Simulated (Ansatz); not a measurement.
The system is ZnAu.

```
Au Zn
1.0
     3.14700    0.00000    0.00000
     0.00000    3.14700    0.00000
     0.00000    0.00000    3.14700
Au Zn
1 1
Cartesian
  0.0000 0.0000 0.0000
  1.5735 1.5735 1.5735
```

* Program: Ansatz 0.2.0
* Task: single point
* Functional: PBE
* Potentials or basis: Ansatz PAW
* Cutoff: 420 eV (not typed: the program's choice for these potentials)
* k mesh: 8 × 8 × 8
* Occupations: fermi-dirac, width 0.05 eV
* Spin: no spin polarisation

On this cell: pressure 5.1 GPa; largest force zero by symmetry; band gap on the k mesh none (metal or under the smearing width).

The same run follows on a disturbed copy (atoms moved at random, drawn with an rms of 0.05 Å):

```xyz
2
Lattice="3.1470 0.0000 0.0000 0.0000 3.1470 0.0000 0.0000 0.0000 3.1470" Properties=species:S:1:pos:R:3 pbc="T T T"
Au    0.0140   -0.0095   -0.0333
Zn    1.5268    1.6221    1.5812
```

Task: What does the disturbed cell give?

Result: The energy (extrapolated to zero smearing) moves by +8.5 meV/atom; pressure 5.6 GPa; largest force 0.370 eV/Å; band gap on the k mesh none (metal or under the smearing width).

Forces on the atoms (eV/Å):
```
Au  -0.239  0.230  0.163
Zn   0.239 -0.230 -0.163
```

Stress tensor (GPa, compression positive):
```
 5.52 -0.35 -0.25
-0.35  5.54  0.24
-0.25  0.24  5.61
```
